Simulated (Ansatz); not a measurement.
PbSe:

```
Pb Se
1.0
     3.78432    0.00000    0.00000
     0.00000    3.78432    0.00000
     0.00000    0.00000    3.78432
Pb Se
1 1
Direct
  0.00000 0.00000 0.00000
  0.50000 0.50000 0.50000
```

Measurements of this composition are mostly on another form, of space group No. 225.

- Program: Ansatz 0.2.0
- Task: relaxation of cell and atoms
- Functional: PBEsol
- Dispersion: D4
- Potentials or basis: Ansatz PAW
- Cutoff: 420 eV (not typed: the program's choice for these potentials)
- k mesh: 7 × 7 × 7
- Occupations: fermi-dirac, width 0.05 eV
- Spin: no spin polarisation

At the start: volume 27.10 Å³/atom.

Task: Where does the relaxation end?

Result: It ends after 5 steps and the volume is 24.74 Å³/atom (-8.7 %); space group Pm-3m (No. 221, to 0.05 Å).

The path:
| step | energy change (eV) | largest force (eV/Å) | volume (Å³) |
| --- | --- | --- | --- |
| 1 | 0.0000 | 0.0000 | 54.20 |
| 2 | -0.0717 | 0.0000 | 48.51 |
| 3 | -0.0753 | 0.0000 | 49.66 |
| 4 | -0.0754 | 0.0000 | 49.48 |
| 5 | -0.0749 | 0.0000 | 49.48 |

Final structure:
```yaml
crystal:
  lattice:
    - [3.67111, 0.00000, 0.00000]
    - [0.00000, 3.67111, 0.00000]
    - [0.00000, 0.00000, 3.67111]
  atoms:
    - { symbol: Pb, position: [0.00000, 0.00000, 0.00000] }
    - { symbol: Se, position: [0.50000, 0.50000, 0.50000] }
```

Caveat: the plane-wave basis is chosen anew once the cell has moved, so the energies of steps on either side of that aren't comparable; pairwise dispersion overbinds metals, which lowers pressure and volume; the PAW data sets come from PBE, with cores solved anew for the run's functional, which leaves a small shift of forces and pressure.
